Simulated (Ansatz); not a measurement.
# Ti12HN12: the cost of one run

Computed with Ansatz 0.2.0 (DFT PBE+D3(BJ), scalar-relativistic, plane waves, PAW, unless a step's input says otherwise).

3 further runs of the same task are left out: 1 for a known fault of the program, 2 set aside as unsound or not needed. Runs told in other sessions of the task aren't counted.

## Step 1: The structure to begin with

Symmetry: Fm-3m, No. 225, cubic system. The conventional cell has a = 4.205 Å, b = 4.205 Å, c = 4.205 Å, α = 90.00°, β = 90.00°, γ = 90.00°. Around Ti (site symmetry m-3m) lie 6 N at 2.10 Å. N (site symmetry m-3m) has 6 Ti at 2.10 Å in its first shell of neighbours.

Coordinates:

```
Ti N
1.0
     0.00000    2.10271    2.10271
     2.10271    0.00000    2.10271
     2.10271    2.10271    0.00000
Ti N
1 1
Direct
  0.00000 0.00000 0.00000
  0.50000 0.50000 0.50000
```

This cell was relaxed beforehand with the same method: volume 9.30 Å³/atom, gap on the mesh none (metal).

## Step 4: Plan of the scan

Atoms count from 1 in the order of the input.

H is moved over the surface cell at a fixed height above a rigid substrate; the origin of the map has the adsorbate above N21; the height is held at 2.50 Å.

The axes are (1) position of H25 along the first surface vector, from above N21: 6 values from 0.000 to 0.833, periodic; (2) position of H25 along the second surface vector, from above N21: 6 values from 0.000 to 0.833, periodic.

Nothing else is relaxed. Points are written as (first, second).

The two vectors of the plane (Å): (2.974, 0.000, 0.000); (0.000, 2.974, 0.000).

(The set-up runs are not shown.)

## Step 5: The run at (0/6, 0/6) of the map's two axes

File input.yaml:

```yaml
crystal:
  lattice:
    - [5.9473589866, 0.0, 0.0]
    - [0.0, 5.9473589866, 0.0]
    - [0.0, 0.0, 21.6533569277]
  atoms:
    - { symbol: Ti, position: [0.25, 0.25, 0.1847288628] }
    - { symbol: Ti, position: [0.25, 0.75, 0.1847288628] }
    - { symbol: Ti, position: [0.75, 0.25, 0.1847288628] }
    - { symbol: Ti, position: [0.75, 0.75, 0.1847288628] }
    - { symbol: "N", position: [0.0, 0.0, 0.1847288628] }
    - { symbol: "N", position: [0.0, 0.5, 0.1847288628] }
    - { symbol: "N", position: [0.5, 0.0, 0.1847288628] }
    - { symbol: "N", position: [0.5, 0.5, 0.1847288628] }
    - { symbol: Ti, position: [0.0, 0.0, 0.2801771125] }
    - { symbol: Ti, position: [0.0, 0.5, 0.2801771125] }
    - { symbol: Ti, position: [0.5, 0.0, 0.2801771125] }
    - { symbol: Ti, position: [0.5, 0.5, 0.2801771125] }
    - { symbol: "N", position: [0.25, 0.25, 0.2786780157] }
    - { symbol: "N", position: [0.25, 0.75, 0.2786780157] }
    - { symbol: "N", position: [0.75, 0.25, 0.2786780157] }
    - { symbol: "N", position: [0.75, 0.75, 0.2786780157] }
    - { symbol: Ti, position: [0.25, 0.25, 0.3715894834] }
    - { symbol: Ti, position: [0.25, 0.75, 0.3715894834] }
    - { symbol: Ti, position: [0.75, 0.25, 0.3715894834] }
    - { symbol: Ti, position: [0.75, 0.75, 0.3715894834] }
    - { symbol: "N", position: [0.0, 0.0, 0.3811583098] }
    - { symbol: "N", position: [0.0, 0.5, 0.3811583098] }
    - { symbol: "N", position: [0.5, 0.0, 0.3811583098] }
    - { symbol: "N", position: [0.5, 0.5, 0.3811583098] }
    - { symbol: H, position: [0.0, 0.0, 0.496613849] }
basis:
  ecutwfc: 420
kpoints:
  mp_grid: { grid: [5, 5, 1] }
hamiltonian:
  xc: pbe
  pseudopotentials: { kind: paw, azcp: { folder: soft_1 } }
  dispersion: d3bj
scf:
  occupations: { method: gaussian, width: 0.1 }
output:
  forces: true
  eigenvalues: true
efield:
  axis: 3
  dipole_correction: true
  ramp_width: 0.04
```

Run with:

```sh
$ ansatz run input.yaml --threads 4 --pin off --max-ram 12288MiB --backend cpu --events-out ev --progress --plain --runs-dir out
```

**Question.** How long does this run take on 4 threads of Arm Neoverse V2, shared host, and how much memory does it need?

About 50 s, with a peak of 2 GiB.
